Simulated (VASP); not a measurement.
Input of a VASP 6.6.1 run:

File INCAR:

```
PREC = Accurate ; ENCUT = 520
EDIFF = 1E-6 ; ISMEAR = 0
SIGMA = 0.02 ; LREAL = False
LASPH = True ; NELM = 100
ALGO = Normal ; ISIF = 2
LWAVE = False ; LCHARG = True
GGA = PE ; LELF = True
LVHAR = True ; NBANDS = 26
```

Contents of KPOINTS:

```
Automatic mesh
0
Gamma
  12 12 6
```

POSCAR

```
CdSe
1.0
    4.3837936038      0.0000000029      0.0000000000
   -2.1918968044      3.7964766244      0.0000000000
    0.0000000000      0.0000000000      7.1529442911
Cd Se
2 2
Direct
    0.6666666667      0.3333333333     -0.0003824329
    0.3333333333      0.6666666667      0.4996175671
    0.6666666667      0.3333333333      0.3753824329
    0.3333333333      0.6666666667      0.8753824329
```

Potentials or basis: VASP PAW PBE potentials, release 64 (Cd, Se).

Run with:

```console
$ cat potpaw_PBE.64/Cd/POTCAR potpaw_PBE.64/Se/POTCAR > POTCAR
$ mpirun -np 1 vasp_std > vasp.out
```

**Question.** Estimate the pressure.

**Answer.** 0.2 GPa.

**Question.** Estimate the band gap on the k mesh.

**Answer.** 0.54 eV.

Caveat: semilocal functionals underestimate gaps, and a narrow one can read as zero.

**Experimental background.**

From a printed reference work, data compilation, for a bulk crystal of CdSe at 2 K: band gap 1.841 eV.

Against the measured gap of CdSe, 1.841 eV (2 K; a printed reference work, data compilation), the calculated 0.54 eV is off by -1.30 eV. So large a miss can be the level of theory's own, or it may mean another phase, state or a wrong row. Spin-orbit coupling on Cd, Se is left out. The value is that of PBE, without temperature or zero-point motion. Semilocal functionals fall short of measured gaps as a rule.
